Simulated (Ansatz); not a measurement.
## C under changes of volume

One of the cells (31.524 Å³/atom); the others are scaled copies at fixed shape and fractional positions:

```
CELL_PARAMETERS angstrom
2.45623 0.00000 0.00000
-1.22811 2.12716 0.00000
0.00000 0.00000 24.13396
ATOMIC_POSITIONS crystal
C 0.66667 0.33333 0.57048
C 0.33333 0.66667 0.42952
C 0.00000 0.00000 0.42953
C 0.00000 0.00000 0.57047
```

* Program: Ansatz 0.2.0
* Functional: LDA
* Potentials or basis: Ansatz PAW
* Cutoff: 420 eV (not typed: the program's choice for these potentials)
* k mesh: 12 × 12 × 2
* Occupations: fermi-dirac, width 0.05 eV
* Spin: no spin polarisation

```csv
volume (Å³/atom),energy over the lowest point (meV/atom),largest force (eV/Å)
29.632,18.01,0.018
30.263,5.36,0.020
30.893,0.00,0.021
31.524,1.27,0.023
32.154,?,?
32.785,21.45,0.025
33.415,39.31,0.026
```

Q: What does the run at 32.154 Å³/atom give?

A: Energy over the lowest point 8.61 meV/atom; largest force 0.024 eV/Å.

Worked out: A Birch-Murnaghan fit of order 3 (a polynomial in V^(-2/3)) to the other rows has its minimum at 31.08 Å³/atom with B0 = V·E''(V) = 81 GPa and B' = 3.6 at fixed shape and positions, which overstates the stiffness. It gives 8.59 meV/atom at 32.154 Å³/atom, against the run's 8.61.

Energies are extrapolated to zero smearing.

Caveats: the PAW data sets come from PBE, with cores solved anew for the run's functional, which leaves a small shift of forces and pressure.
